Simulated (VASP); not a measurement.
# GaSe in VASP: notebook

One slab, GaSe, is run at these levels: PBE; tasks: single point.

Program: VASP 6.6.1. These are calculated values, not measurements. Logs are shortened: lines on timing, memory, paths and dates and some standing lists are left out, and cuts for length are marked.

## Step 1: The structure

The cell holds a slab with vacuum, 12 atoms: a = 3.742 Å, b = 3.742 Å, c = 26.695 Å, α = 90.00°, β = 90.00°, γ = 120.00°.

## Step 2: Single point, PBE

File INCAR:

```
PREC = Accurate
ENCUT = 460
EDIFF = 1E-7
ISMEAR = 0
SIGMA = 0.05
LREAL = F
LASPH = T
NELM = 120
ALGO = Normal
ISIF = 2
LWAVE = F
LCHARG = F
LDIPOL = T
IDIPOL = 3
DIPOL = 0.5 0.5 0.500
GGA = PE
NBANDS = 77
LVHAR = T
LVACPOTAV = T
```

File KPOINTS:

```
Automatic mesh
0
Gamma
  7 7 1
```

File POSCAR:

```
GaSe
1.0
    3.7420012726      0.0000000000      0.0000000000
   -1.8710006363      3.2406681631      0.0000000000
    0.0000000000      0.0000000000     26.6947000000
Se Ga
6 6
Direct
    0.6666666667      0.3333333334      0.1123818586
    0.6666666667      0.3333333334      0.2912825392
    0.3333333333      0.6666666666      0.4105496597
    0.3333333333      0.6666666666      0.5894503403
    0.6666666667      0.3333333334      0.7087174608
    0.6666666667      0.3333333334      0.8876181414
    0.3333333333      0.6666666666      0.1582996999
    0.3333333333      0.6666666666      0.2453646979
    0.6666666667      0.3333333334      0.4564675010
    0.6666666667      0.3333333334      0.5435324990
    0.3333333333      0.6666666666      0.7546353021
    0.3333333333      0.6666666666      0.8417003001
```

Potentials or basis: VASP PAW PBE potentials, release 64 (Se, Ga_d).

Started as:

```console
$ cat potpaw_PBE.64/Se/POTCAR potpaw_PBE.64/Ga_d/POTCAR > POTCAR
$ mpirun -np 1 vasp_std > vasp.out
```

OUTCAR:

```text
PREC = Accurate
   ENCUT = 460
   EDIFF = 1E-7
   ISMEAR = 0
   LREAL = F
   LASPH = T
   NELM = 120
   ISIF = 2
   GGA = PE

 Found      8 irreducible k-points:

 Following reciprocal coordinates:
            Coordinates               Weight
  0.000000  0.000000  0.000000      1.000000
  0.142857 -0.000000  0.000000      6.000000
  0.285714 -0.000000  0.000000      6.000000
  0.428571  0.000000  0.000000      6.000000
  0.142857  0.142857  0.000000      6.000000
  0.285714  0.142857  0.000000     12.000000
   k-points           NKPTS =      8   k-points in BZ     NKDIM =      8   number of bands    NBANDS=     77
   number of dos      NEDOS =    301   number of ions     NIONS =     12
   total plane-waves  NPLWV = 150528
   dimension x,y,z NGX =    28 NGY =   28 NGZ =  192
   dimension x,y,z NGXF=    56 NGYF=   56 NGZF=  384
   ions per type =               6   6
   NGX,Y,Z   is equivalent  to a cutoff of  12.44, 12.44, 11.96 a.u.
   NGXF,Y,Z  is equivalent  to a cutoff of  24.88, 24.88, 23.91 a.u.
 SYSTEM =  unknown system
   PREC   = accura    normal or accurate (medium, high low for compatibility)
   ISTART =      0    job   : 0-new  1-cont  2-samecut
   ICHARG =      2    charge: 1-file 2-atom 10-const
   ISPIN  =      1    spin polarized calculation?
   LNONCOLLINEAR =      F non collinear calculations
   LSORBIT =      F    spin-orbit coupling
   LASPH  =      T    aspherical Exc in radial PAW
   ENCUT  =  460.0 eV  33.81 Ry    5.81 a.u.   6.54  6.54 46.68*2*pi/ulx,y,z
   NELM   =    120;   NELMIN=  2; NELMDL= -5     # of ELM steps
   EDIFF  = 0.1E-06   stopping-criterion for ELM
   LREAL  =      F    real-space projection
   EDIFFG = 0.1E-05   stopping-criterion for IOM
   NSW    =      0    number of steps for IOM
   IBRION =     -1    ionic relax: 0-MD 1-quasi-New 2-CG
   NFREE  =      0    steps in history (QN), initial steepest desc. (CG)
   ISIF   =      2    stress and relaxation
   ISYM   =      2    0-nonsym 1-usesym 2-fastsym
   POTIM  = 0.5000    time-step for ionic-motion
   TEBEG  =    0.0;   TEEND  =   0.0 temperature during run
   PSTRESS=    0.0 pullay stress
   NELECT =     114.0000    total number of electrons
   NUPDOWN=      -1.0000    fix difference up-down
   EMIN   =  10.00;   EMAX   =-10.00  energy-range for DOS
   EFERMI =   0.00;   METHOD = LEGACY
   ISMEAR =     0;   SIGMA  =   0.05  broadening in eV -4-tet -1-fermi 0-gaus
   EFERMI_NEDOS =   21; number of points for ismear=-14 and -15
   IALGO  =     38    algorithm
   IMIX   =      4    mixing-type and parameters
     AMIX     =   0.40;   BMIX     =  1.00
     AMIX_MAG =   1.60;   BMIX_MAG =  1.00
  volume/ion in A,a.u.               =      26.98       182.05
  Fermi-wavevector in a.u.,A,eV,Ry     =   1.156082  2.184678 18.184532  1.336525
  Thomas-Fermi vector in A             =   2.292705
   LORBIT       =      0    0 simple, 1 ext, 2 COOP (PROOUT), +10 PAW based schemes
   GGA     = PE    functional components
   LHFCALC =     F    Hartree Fock is set to
   AEXX    =    0.0000 exact exchange contribution
   IVDW    =     0    specifies the selected vdW correction
   LEPSILON=     F    determine dielectric tensor
   LRPA    =     F    only Hartree local field effects (RPA)
 non-spin polarized calculation
 Gauss-broadening in eV      SIGMA  =   0.05
  energy-cutoff  :      460.00
  volume of cell :      323.72
 maximum number of plane-waves:      7329
 NGX is ok and might be reduce to    28
   NGX = 13   NGY = 13   NGZ = 93

 dipolmoment           0.000000      0.000000      0.000000 electrons x Angstroem

 number of electron     114.0000024 magnetization

 dipolmoment           0.000000      0.000000     -0.000000 electrons x Angstroem

 Free energy of the ion-electron system (eV)
  ---------------------------------------------------
  ext. energy  EPLUGINS =         0.00000000
  ---------------------------------------------------
  free energy    TOTEN  =       -45.11615332 eV

  energy without entropy =      -45.11615332  energy(sigma->0) =      -45.11615332

 E-fermi :   2.4469     XC(G=0):  -8.5810

 val. band max:        2.1788419960   @ k =   0.0000   0.0000   0.0000
 cond. band min:       3.8590825490   @ k =   0.0000   0.0000   0.0000
 fundamental gap:      1.6802405530
 Fermi energy:         2.4469264711

 k-point     1 :       0.0000    0.0000    0.0000
  band No.  band energies     occupation
      1     -12.6994      2.00000
      2     -12.6891      2.00000
      3     -12.6891      2.00000
      4     -12.5159      2.00000
      5     -12.5159      2.00000
      6     -12.5058      2.00000
[... 61 lines left out ...]
     68       6.5701      0.00000
     69       6.5701      0.00000

 k-point     2 :       0.1429   -0.0000    0.0000
  band No.  band energies     occupation
      1     -12.6965      2.00000
      2     -12.6862      2.00000
      3     -12.6862      2.00000
      4     -12.5629      2.00000
      5     -12.5520      2.00000
      6     -12.5516      2.00000
[... 277 lines left out ...]
     68       7.3310      0.00000
     69       7.3521      0.00000

 k-point     6 :       0.2857    0.1429    0.0000
  band No.  band energies     occupation
      1     -12.6919      2.00000
      2     -12.6815      2.00000
      3     -12.6814      2.00000
      4     -12.6644      2.00000
      5     -12.6535      2.00000
      6     -12.6531      2.00000
[... 61 lines left out ...]
     68       7.2129      0.00000
     69       7.2788      0.00000

 [... further k-points ...]

 [bands above 69 left out]

------------------------ aborting loop because EDIFF is reached ----------------------------------------

  FORCE on cell =-STRESS in cart. coord.  units (eV):
  Direction    XX          YY          ZZ          XY          YZ          ZX
  --------------------------------------------------------------------------------------
  -------------------------------------------------------------------------------------
  Total        3.6687488      3.6687488      8.2879515      0.0000000      0.0000000      0.0000000
  in kB       18.1578749     18.1578749     41.0198669      0.0000000      0.0000000      0.0000000
  external PRESSURE =      25.7785389 kB  Pullay stress =       0.0000000 kB

 VOLUME and BASIS-vectors are now :
 -----------------------------------------------------------------------------
  energy-cutoff  :      460.00
  volume of cell :      323.72
      direct lattice vectors                 reciprocal lattice vectors
     3.742001273  0.000000000  0.000000000     0.267236681  0.154289170  0.000000000
    -1.871000636  3.240668163  0.000000000     0.000000000  0.308578339  0.000000000
     0.000000000  0.000000000 26.694700000     0.000000000  0.000000000  0.037460620

 POSITION                                       TOTAL-FORCE (eV/Angst)
 -----------------------------------------------------------------------------------
      1.87100      1.08022      3.00000         0.000000     -0.000000      0.110843
      1.87100      1.08022      7.77570        -0.000000     -0.000000     -0.230226
     -0.00000      2.16045     10.95950         0.000000     -0.000000      0.230796
     -0.00000      2.16045     15.73520         0.000000     -0.000000     -0.230796
      1.87100      1.08022     18.91900         0.000000     -0.000000      0.230226
      1.87100      1.08022     23.69470         0.000000     -0.000000     -0.110843
     -0.00000      2.16045      4.22576         0.000000     -0.000000     -1.267582
     -0.00000      2.16045      6.54994        -0.000000      0.000000      1.226325
      1.87100      1.08022     12.18526        -0.000000      0.000000     -1.228491
      1.87100      1.08022     14.50944         0.000000      0.000000      1.228491
     -0.00000      2.16045     20.14476        -0.000000      0.000000     -1.226325
     -0.00000      2.16045     22.46894        -0.000000     -0.000000      1.267582
 -----------------------------------------------------------------------------------
    total drift:                                0.000002     -0.000001      0.000000

  FREE ENERGIE OF THE ION-ELECTRON SYSTEM (eV)
  ---------------------------------------------------
  free  energy   TOTEN  =       -45.1161533228 eV

  energy  without entropy=      -45.1161533228  energy(sigma->0) =      -45.11615332
```

stdout:

```text
POSCAR found type information on POSCAR SeGa
 POSCAR found :  2 types and      12 ions
 scaLAPACK will be used
 LDA part: xc-table for (Slater+PW92), standard interpolation
 POSCAR, INCAR and KPOINTS ok, starting setup
 FFT: planning ... GRIDC
[... 62 lines left out ...]
|                                                                             |
|     Did not find any points to average over, which means that no vacuum     |
|     field-free region was found. Please increase the size of  your cell     |
|     in the dimension of the dipole correction to obtain accurate            |
|     workfunction values.                                                    |
|                                                                             |
 -----------------------------------------------------------------------------
```

It took 3.2 min on 1 thread of Intel Xeon Platinum 8488C (Sapphire Rapids), shared host; peak memory 0.41 GiB.

The run converged, but some of its settings lie outside the range that counts as converged, so its numbers aren't taken as properties of the slab.

Results:

- Free energy: -45.1162 eV
- Largest force: 1.268 eV/Å
- Band gap on the k mesh: 1.68 eV, direct

## Step 3: Single point, PBE

This run uses another cell than the first one, of 33.04 Å³/atom, 1.225 times its volume.

INCAR: that of step 2 with these lines changed.

```diff
@@ -1,3 +1,3 @@
 PREC = Accurate
-ENCUT = 460
+ENCUT = 340
 EDIFF = 1E-7
```

KPOINTS is that of step 2.

File POSCAR:

```
GaSe
1.0
    3.7420012726      0.0000000000      0.0000000000
   -1.8710006363      3.2406681631      0.0000000000
    0.0000000000      0.0000000000     32.6947000000
Se Ga
6 6
Direct
    0.6666666667      0.3333333334      0.1835159827
    0.6666666667      0.3333333334      0.3295855292
    0.3333333333      0.6666666666      0.4269652268
    0.3333333333      0.6666666666      0.5730347732
    0.6666666667      0.3333333334      0.6704144708
    0.6666666667      0.3333333334      0.8164840173
    0.3333333333      0.6666666666      0.2210071663
    0.3333333333      0.6666666666      0.2920943456
    0.6666666667      0.3333333334      0.4644564104
    0.6666666667      0.3333333334      0.5355435896
    0.3333333333      0.6666666666      0.7079056544
    0.3333333333      0.6666666666      0.7789928337
```

Potentials or basis: VASP PAW PBE potentials, release 64 (Se, Ga_d).

Started as:

```console
$ cat potpaw_PBE.64/Se/POTCAR potpaw_PBE.64/Ga_d/POTCAR > POTCAR
$ mpirun -np 1 vasp_std > vasp.out
```

Wall time 2.7 min (1 thread of Intel Xeon Platinum 8488C (Sapphire Rapids), shared host); peak memory 0.36 GiB.

These settings aren't checked as converged: the numbers below hold their error.

What came out:

```yaml
Free_energy: -45.1181 eV
Largest_force: 1.261 eV/Å
Band_gap_on_the_k_mesh: 1.63 eV, direct
Ionisation_potential_of_the_upper_face: 5.43 eV
```

Caveat: the cutoff is under 1.25 times the usual one of these potentials, so pressure, stress and relaxed cells hold a basis-set (Pulay) error.
